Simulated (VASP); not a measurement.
# Al2O3 (P-3m1) in VASP: further runs, part 2 of 2

VASP 6.6.1. The steps go on from the part before.

## (3) Band structure, PW91

Input file POSCAR:

```
Al2O3
1.0
    3.0174825440      0.0000000000      0.0000000000
   -1.5087412720      2.6132165386      0.0000000000
    0.0000000000      0.0000000000      7.5746360022
Al O
2 3
Direct
    0.0000000000      0.0000000000      0.7220490000
    0.0000000000      0.0000000000      0.2779510000
    0.0000000000      0.0000000000      0.5000000000
    0.6666666667      0.3333333333      0.8005460000
    0.3333333333      0.6666666667      0.1994540000
```

Input file INCAR.step1:

```
SYSTEM = Al2O3
PREC = Accurate ; ENCUT = 520
EDIFF = 1E-6 ; ISMEAR = -1
SIGMA = 0.05 ; LREAL = .False.
LASPH = .True. ; NELM = 100
ALGO = Normal ; ISIF = 2
LWAVE = .False. ; LCHARG = .True.
GGA = 91
```

Input file KPOINTS.step1:

```
regular mesh
0
Gamma
  7 7 3
  0 0 0
```

Input file INCAR.step2:

```
SYSTEM = Al2O3
PREC = Accurate ; ENCUT = 520
EDIFF = 1E-6 ; ISMEAR = 0
SIGMA = 0.05 ; LREAL = .False.
LASPH = .True. ; NELM = 100
ALGO = Normal ; ISIF = 2
LWAVE = .False. ; LCHARG = .False.
GGA = 91 ; ICHARG = 11
```

Input file KPOINTS.step2:

```
path GMKGALHA,LM,KH
20
line-mode
reciprocal
 0.0000000000  0.0000000000  0.0000000000  G
 0.5000000000  0.0000000000  0.0000000000  M

 0.5000000000  0.0000000000  0.0000000000  M
 0.3333333333  0.3333333333  0.0000000000  K

 0.3333333333  0.3333333333  0.0000000000  K
 0.0000000000  0.0000000000  0.0000000000  G

 0.0000000000  0.0000000000  0.0000000000  G
 0.0000000000  0.0000000000  0.5000000000  A

 0.0000000000  0.0000000000  0.5000000000  A
 0.5000000000  0.0000000000  0.5000000000  L

 0.5000000000  0.0000000000  0.5000000000  L
 0.3333333333  0.3333333333  0.5000000000  H

 0.3333333333  0.3333333333  0.5000000000  H
 0.0000000000  0.0000000000  0.5000000000  A

 0.5000000000  0.0000000000  0.5000000000  L
 0.5000000000  0.0000000000  0.0000000000  M

 0.3333333333  0.3333333333  0.0000000000  K
 0.3333333333  0.3333333333  0.5000000000  H
```

Potentials or basis: VASP PAW PBE potentials, release 64 (Al, O).

Command:

```bash
$ cat potpaw_PBE.64/Al/POTCAR potpaw_PBE.64/O/POTCAR > POTCAR
$ cp INCAR.step1 INCAR
$ cp KPOINTS.step1 KPOINTS
$ mpirun -np 1 vasp_std > vasp.out
$ cp INCAR.step2 INCAR
$ cp KPOINTS.step2 KPOINTS
$ mpirun -np 1 vasp_std > vasp.out
```

OUTCAR:

```text
SYSTEM = Al2O3
   PREC = Accurate
   ENCUT = 520
   EDIFF = 1E-6
   ISMEAR = 0
   LREAL = .False.
   LASPH = .True.
   NELM = 100
   ISIF = 2
   GGA = 91
   ICHARG = 11

 ion  position               nearest neighbor table
   1  0.000  0.000  0.722-   3 1.68   4 1.84   4 1.84   4 1.84   2 3.36
   2  0.000  0.000  0.278-   3 1.68   5 1.84   5 1.84   5 1.84   1 3.36
   3  0.000  0.000  0.500-   1 1.68   2 1.68
   4  0.667  0.333  0.801-   1 1.84   1 1.84   1 1.84
   5  0.333  0.667  0.199-   2 1.84   2 1.84   2 1.84

  LATTYP: Found a hexagonal cell.
 ALAT       =     3.0174825440
 C/A-ratio  =     2.5102501478

  Lattice vectors:

 A1 = (   3.0174825440,   0.0000000000,   0.0000000000)
 A2 = (  -1.5087412720,   2.6132165386,   0.0000000000)
 A3 = (   0.0000000000,   0.0000000000,   7.5746360022)

Analysis of symmetry for initial positions (statically):
=====================================================================
 Subroutine PRICEL returns:
 Original cell was already a primitive cell.

 Routine SETGRP: Setting up the symmetry group for a
 hexagonal supercell.

 Subroutine GETGRP returns: Found 12 space group operations
 (whereof 12 operations were pure point group operations)
 out of a pool of 24 trial point group operations.

The static configuration has the point symmetry D_3d.

Analysis of symmetry for dynamics (positions and initial velocities):
=====================================================================
 Subroutine PRICEL returns:
 Original cell was already a primitive cell.

 Routine SETGRP: Setting up the symmetry group for a
 hexagonal supercell.

 Subroutine GETGRP returns: Found 12 space group operations
 (whereof 12 operations were pure point group operations)
 out of a pool of 24 trial point group operations.

The dynamic configuration has the point symmetry D_3d.

[... 119 lines left out ...]
  Fermi-wavevector in a.u.,A,eV,Ry     =   1.208049  2.282882 19.856107  1.459383
  Thomas-Fermi vector in A             =   2.343669
   LORBIT       =      0    0 simple, 1 ext, 2 COOP (PROOUT), +10 PAW based schemes
   GGA     = 91    functional components
   LHFCALC =     F    Hartree Fock is set to
   AEXX    =    0.0000 exact exchange contribution
   IVDW    =     0    specifies the selected vdW correction
   LEPSILON=     F    determine dielectric tensor
   LRPA    =     F    only Hartree local field effects (RPA)
 non-spin polarized calculation
 Gauss-broadening in eV      SIGMA  =   0.05
  energy-cutoff  :      520.00
  volume of cell :       59.73
 maximum number of plane-waves:      1636
 NGX is ok and might be reduce to    24

 number of electron      24.0000012 magnetization

 Free energy of the ion-electron system (eV)
  ---------------------------------------------------
  ext. energy  EPLUGINS =         0.00000000
  ---------------------------------------------------
  free energy    TOTEN  =       -35.76722022 eV

  energy without entropy =      -35.76722022  energy(sigma->0) =      -35.76722022

 E-fermi :   4.0389     XC(G=0):  -9.7598

 val. band max:        3.7848300721   @ k =   0.0000   0.0000   0.0000
 cond. band min:       6.1025950858   @ k =   0.0000   0.0000   0.0000
 fundamental gap:      2.3177650137
 Fermi energy:         4.0388999453

 k-point     1 :       0.0000    0.0000    0.0000
  band No.  band energies     occupation
      1     -15.8008      2.00000
      2     -15.6101      2.00000
      3     -13.0400      2.00000
      4      -2.0602      2.00000
      5      -0.7028      2.00000
      6       0.0441      2.00000
[... 433 lines left out ...]
      3     -12.6115      2.00000
      4      -3.4604      2.00000
      5      -3.2036      2.00000
      6      -0.7053      2.00000
[... 8 lines left out ...]
     15      11.9662      0.00000
     16      12.8011      0.00000

 [... further k-points ...]

------------------------ aborting loop because EDIFF is reached ----------------------------------------

  FORCE on cell =-STRESS in cart. coord.  units (eV):
  Direction    XX          YY          ZZ          XY          YZ          ZX
  --------------------------------------------------------------------------------------
  -------------------------------------------------------------------------------------
  Total        2.2418800      2.2418800      1.5657246      0.0000000      0.0000000     -0.0000000
  in kB       60.1368956     60.1368957     41.9994919      0.0000000      0.0000000     -0.0000000
  external PRESSURE =      54.0910944 kB  Pullay stress =       0.0000000 kB

 VOLUME and BASIS-vectors are now :
 -----------------------------------------------------------------------------
  energy-cutoff  :      520.00
  volume of cell :       59.73
      direct lattice vectors                 reciprocal lattice vectors
     3.017482544  0.000000000  0.000000000     0.331402083  0.191335082  0.000000000
    -1.508741272  2.613216539  0.000000000     0.000000000  0.382670163  0.000000000
     0.000000000  0.000000000  7.574636002     0.000000000  0.000000000  0.132019545

 POSITION                                       TOTAL-FORCE (eV/Angst)
 -----------------------------------------------------------------------------------
      0.00000      0.00000      5.46926        -0.000000     -0.000000      0.095986
      0.00000      0.00000      2.10538        -0.000000      0.000000     -0.095986
      0.00000      0.00000      3.78732        -0.000000      0.000000     -0.000000
      1.50874      0.87107      6.06384        -0.000000      0.000000     -0.385949
     -0.00000      1.74214      1.51079         0.000000     -0.000000      0.385949
 -----------------------------------------------------------------------------------
    total drift:                                0.000000      0.000000      0.000000

  FREE ENERGIE OF THE ION-ELECTRON SYSTEM (eV)
  ---------------------------------------------------
  free  energy   TOTEN  =       -35.7672202160 eV

  energy  without entropy=      -35.7672202160  energy(sigma->0) =      -35.76722022
```

OUTCAR.step1:

```text
SYSTEM = Al2O3
   PREC = Accurate
   ENCUT = 520
   EDIFF = 1E-6
   ISMEAR = -1
   LREAL = .False.
[... 608 lines left out ...]
      0.00000      0.00000      3.78732        -0.000000      0.000000      0.000000
      1.50874      0.87107      6.06384         0.000000     -0.000000     -0.125485
     -0.00000      1.74214      1.51079        -0.000000      0.000000      0.125485
 -----------------------------------------------------------------------------------
    total drift:                                0.000000      0.000000     -0.000000

  FREE ENERGIE OF THE ION-ELECTRON SYSTEM (eV)
  ---------------------------------------------------
  free  energy   TOTEN  =       -36.4840031280 eV

  energy  without entropy=      -36.4840031279  energy(sigma->0) =      -36.48400313
```

Run time: 68 s. Hardware: 1 thread of Intel Xeon Platinum 8488C (Sapphire Rapids), shared host; peak memory 0.26 GiB.

What came out:

- Band gap on the k mesh: 2.32 eV, direct
- Band gap along the path: 2.32 eV, direct

Levels at the corners of the path, in eV from the valence-band top:
| point | band 8 | band 9 | band 10 | band 11 | band 12 | band 13 | band 14 | band 15 | band 16 |
| --- | --- | --- | --- | --- | --- | --- | --- | --- | --- |
| Γ | -3.73 | -3.73 | -2.35 | 0.00 | 0.00 | 2.32 | 4.29 | 7.37 | 10.54 |
| M | -4.31 | -3.55 | -3.11 | -1.76 | -0.48 | 4.62 | 6.21 | 8.18 | 8.96 |
| M | -4.31 | -3.55 | -3.11 | -1.76 | -0.48 | 4.62 | 6.21 | 8.18 | 8.96 |
| K | -3.55 | -3.48 | -3.48 | -1.41 | -1.41 | 6.76 | 6.76 | 7.73 | 10.30 |
| K | -3.55 | -3.48 | -3.48 | -1.41 | -1.41 | 6.76 | 6.76 | 7.73 | 10.30 |
| Γ | -3.73 | -3.73 | -2.35 | 0.00 | 0.00 | 2.32 | 4.29 | 7.37 | 10.56 |
| Γ | -3.73 | -3.73 | -2.35 | 0.00 | 0.00 | 2.32 | 4.29 | 7.37 | 10.55 |
| A | -3.72 | -3.66 | -3.11 | 0.00 | 0.00 | 3.26 | 3.33 | 8.13 | 8.77 |
| A | -3.72 | -3.66 | -3.11 | 0.00 | 0.00 | 3.26 | 3.33 | 8.13 | 8.77 |
| L | -4.35 | -3.43 | -3.34 | -1.70 | -0.48 | 5.06 | 5.62 | 8.11 | 8.67 |
| L | -4.35 | -3.43 | -3.34 | -1.70 | -0.48 | 5.06 | 5.62 | 8.11 | 8.67 |
| H | -3.60 | -3.42 | -3.42 | -1.48 | -1.48 | 6.77 | 6.77 | 7.75 | 9.98 |
| H | -3.60 | -3.42 | -3.42 | -1.48 | -1.48 | 6.77 | 6.77 | 7.75 | 9.98 |
| A | -3.72 | -3.66 | -3.11 | 0.00 | 0.00 | 3.26 | 3.33 | 8.13 | 8.77 |
| L | -4.35 | -3.43 | -3.34 | -1.70 | -0.48 | 5.06 | 5.62 | 8.11 | 8.67 |
| M | -4.31 | -3.55 | -3.11 | -1.76 | -0.48 | 4.62 | 6.21 | 8.18 | 8.96 |
| K | -3.55 | -3.48 | -3.48 | -1.41 | -1.41 | 6.76 | 6.76 | 7.73 | 10.30 |
| H | -3.60 | -3.42 | -3.42 | -1.48 | -1.48 | 6.77 | 6.77 | 7.75 | 9.99 |

Caveat: the log is that of the step along the path at fixed density, whose energy, stress, charges and moments have no meaning; the PAW data sets were made with another functional, which shifts forces and pressure a little.

## (4) Band structure, r2SCAN

Input file INCAR:

```
SYSTEM = Al2O3
PREC = Accurate ; ENCUT = 520
EDIFF = 1E-6 ; ISMEAR = -1
SIGMA = 0.05 ; LREAL = .False.
LASPH = .True. ; NELM = 100
ALGO = Normal ; ISIF = 2
LWAVE = .False. ; LCHARG = .False.
METAGGA = R2SCAN ; LMIXTAU = .True.
```

Input file KPOINTS:

```
regular mesh
0
Gamma
  7 7 3
  0 0 0
```

POSCAR is that of step 3.

Input file KPOINTS_OPT:

```
path GMKGALHA,LM,KH
20
line-mode
reciprocal
 0.0000000000  0.0000000000  0.0000000000  G
 0.5000000000  0.0000000000  0.0000000000  M

 0.5000000000  0.0000000000  0.0000000000  M
 0.3333333333  0.3333333333  0.0000000000  K

 0.3333333333  0.3333333333  0.0000000000  K
 0.0000000000  0.0000000000  0.0000000000  G

 0.0000000000  0.0000000000  0.0000000000  G
 0.0000000000  0.0000000000  0.5000000000  A

 0.0000000000  0.0000000000  0.5000000000  A
 0.5000000000  0.0000000000  0.5000000000  L

 0.5000000000  0.0000000000  0.5000000000  L
 0.3333333333  0.3333333333  0.5000000000  H

 0.3333333333  0.3333333333  0.5000000000  H
 0.0000000000  0.0000000000  0.5000000000  A

 0.5000000000  0.0000000000  0.5000000000  L
 0.5000000000  0.0000000000  0.0000000000  M

 0.3333333333  0.3333333333  0.0000000000  K
 0.3333333333  0.3333333333  0.5000000000  H
```

Command:

```bash
$ cat potpaw_PBE.64/Al/POTCAR potpaw_PBE.64/O/POTCAR > POTCAR
$ mpirun -np 1 vasp_std > vasp.out
```

Wall time 3.2 min (1 thread of Intel Xeon Platinum 8488C (Sapphire Rapids), shared host); peak memory 0.18 GiB.

Results (log left out):

```
Free energy             : -46.6144 eV
Pressure                : -5.6 GPa
Largest force           : 0.414 eV/Å
Band gap on the k mesh  : 2.95 eV, direct
Band gap along the path : 2.95 eV, direct
```

Forces in eV/Å, atoms in the order of the input:
```
Al   0.000  0.000 -0.105
Al   0.000  0.000  0.105
O    0.000  0.000  0.000
O    0.000  0.000 -0.414
O    0.000  0.000  0.414
```

Stress tensor (GPa, compression positive):
```
-5.46  0.00  0.00
 0.00 -5.46  0.00
 0.00  0.00 -5.84
```

Levels at the corners of the path, in eV from the valence-band top:
| point | band 8 | band 9 | band 10 | band 11 | band 12 | band 13 | band 14 | band 15 | band 16 |
| --- | --- | --- | --- | --- | --- | --- | --- | --- | --- |
| Γ | -3.83 | -3.83 | -2.43 | 0.00 | 0.00 | 2.95 | 5.04 | 8.09 | 11.46 |
| M | -4.41 | -3.61 | -3.22 | -1.81 | -0.50 | 5.29 | 6.98 | 8.99 | 9.82 |
| M | -4.41 | -3.61 | -3.22 | -1.81 | -0.50 | 5.29 | 6.98 | 8.99 | 9.82 |
| K | -3.61 | -3.58 | -3.58 | -1.44 | -1.44 | 7.51 | 7.51 | 8.38 | 11.09 |
| K | -3.61 | -3.58 | -3.58 | -1.44 | -1.44 | 7.51 | 7.51 | 8.38 | 11.09 |
| Γ | -3.83 | -3.83 | -2.43 | 0.00 | 0.00 | 2.95 | 5.04 | 8.09 | 11.46 |
| Γ | -3.83 | -3.83 | -2.43 | 0.00 | 0.00 | 2.95 | 5.04 | 8.09 | 11.47 |
| A | -3.83 | -3.75 | -3.18 | 0.00 | 0.00 | 3.88 | 4.05 | 8.97 | 9.52 |
| A | -3.83 | -3.75 | -3.18 | 0.00 | 0.00 | 3.88 | 4.05 | 8.97 | 9.52 |
| L | -4.43 | -3.49 | -3.45 | -1.74 | -0.49 | 5.78 | 6.30 | 8.97 | 9.44 |
| L | -4.43 | -3.49 | -3.45 | -1.74 | -0.49 | 5.78 | 6.30 | 8.97 | 9.44 |
| H | -3.66 | -3.52 | -3.52 | -1.51 | -1.51 | 7.52 | 7.52 | 8.40 | 11.13 |
| H | -3.66 | -3.52 | -3.52 | -1.51 | -1.51 | 7.52 | 7.52 | 8.40 | 11.12 |
| A | -3.83 | -3.75 | -3.18 | 0.00 | 0.00 | 3.88 | 4.05 | 8.97 | 9.52 |
| L | -4.43 | -3.49 | -3.45 | -1.74 | -0.49 | 5.78 | 6.30 | 8.97 | 9.44 |
| M | -4.41 | -3.61 | -3.22 | -1.81 | -0.50 | 5.29 | 6.98 | 8.99 | 9.82 |
| K | -3.61 | -3.58 | -3.58 | -1.44 | -1.44 | 7.51 | 7.51 | 8.38 | 11.09 |
| H | -3.66 | -3.52 | -3.52 | -1.51 | -1.51 | 7.52 | 7.52 | 8.40 | 11.13 |

Caveat: the PAW data sets were made with another functional, which shifts forces and pressure a little.

## (5) The reference run

An earlier run on the cell as given: functional PBE; potentials or basis VASP PAW PBE potentials, release 64 (Al, O); cutoff 520 eV; k mesh 10 × 10 × 4; occupations fermi-dirac, width 0.05 eV; no spin polarisation.

- Pressure: -0.5 GPa
- Largest force: 0.091 eV/Å
- Band gap on the k mesh: 2.29 eV, direct

## (6) The runs side by side

```csv
task,level,k mesh,gap on the mesh (eV),pressure (GPa),largest force (eV/Å)
band structure,AM05,7 × 7 × 3,2.32,-,-
band structure,PW91,7 × 7 × 3,2.32,-,-
band structure,r2SCAN,7 × 7 × 3,2.95,-5.6,0.41
single point,PBE,10 × 10 × 4,2.29,-0.5,0.09
```

Alike in all rows: potentials or basis VASP PAW PBE potentials, release 64 (Al, O); no spin polarisation; cell as given; cutoff (eV) 520; smearing fermi-dirac 0.05 eV.

On the cell as given the gap runs from 2.29 eV (PBE) to 2.95 eV (r2SCAN); the meshes differ, which moves gaps too.

Caveats: the PAW data sets were made with another functional, which shifts forces and pressure a little (some runs).

Absolute energies hang on the potentials; compare differences alone.
